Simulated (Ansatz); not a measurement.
# ⁷³Ge NMR of the central transition in GeSe

Cell: an entry of the Crystallography Open Database (COD), its atoms then relaxed with PBE in this cell.

```cif
data_GeSe
_symmetry_space_group_name_H-M 'Pnma'
_symmetry_Int_Tables_number 62
_cell_length_a 10.8200
_cell_length_b 3.8500
_cell_length_c 4.4000
_cell_angle_alpha 90.000
_cell_angle_beta 90.000
_cell_angle_gamma 90.000
loop_
_atom_site_label
_atom_site_type_symbol
_atom_site_symmetry_multiplicity
_atom_site_Wyckoff_symbol
_atom_site_fract_x
_atom_site_fract_y
_atom_site_fract_z
Ge Ge 4 c 0.1201 0.2500 0.1156
Se Se 4 c 0.8547 0.2500 0.4941
```

One atom of each set is listed.

Level of theory: DFT, r2SCAN, plane waves and PAW, scalar-relativistic, 500 eV cutoff, Γ-centred 4×11×10 k-points, Fermi–Dirac smearing 0.02 eV (Ansatz 0.2.0).

⁷³Ge has I = 9/2 and Q = -196.0 mb (Pyykkö 2018); at 35.2 T its Larmor frequency is ν₀ = 52.4 MHz. Only the quadrupole interaction is simulated: positions count from each site's isotropic chemical shift, and shift anisotropy, dipolar and J coupling are left out.

Simulated pattern of one Ge site (static powder, Gaussian broadening 5 kHz):

| offset (kHz) | height |
| --- | --- |
| -132.5 | 0 |
| -123.5 | 18 |
| -114.5 | 51 |
| -105.5 | 56 |
| -96.5 | 61 |
| -87.5 | 69 |
| -78.4 | 88 |
| -69.4 | 100 |
| -60.4 | 74 |
| -51.4 | 65 |
| -42.4 | 60 |
| -33.4 | 57 |
| -24.3 | 56 |
| -15.3 | 55 |
| -6.3 | 55 |
| 2.7 | 48 |
| 11.7 | 45 |
| 20.7 | 50 |
| 29.8 | 58 |
| 38.8 | 79 |
| 47.8 | 96 |
| 56.8 | 56 |
| 65.8 | 18 |
| 74.8 | 0 |

(1) Which |C_Q| and η does the pattern imply?

## Answers

(1) The pattern spans 187 kHz before broadening and its centre of gravity is at -29.8 kHz, which fixes P_Q; the places of the horns and steps fix η. That gives P_Q = 33.5 MHz, |C_Q| = 33.2 MHz and η = 0.26. The sign of C_Q can't be read from the pattern.

At Ge V_zz stands upright on the plane through its three neighbours (within 9°).

The largest force is 0.3 eV/Å, so the atoms aren't at the calculated equilibrium and relaxing them would move these values.

The run took 1.9 min of wall time (1.9 min of CPU time) and 1.5 GiB at its peak, on 1 thread of Intel Xeon 6975P-C (Granite Rapids) (x86_64; 16 cores open to the job, memory cap 3.0 GiB, no GPU), a shared host with a load of 1.0 a core.
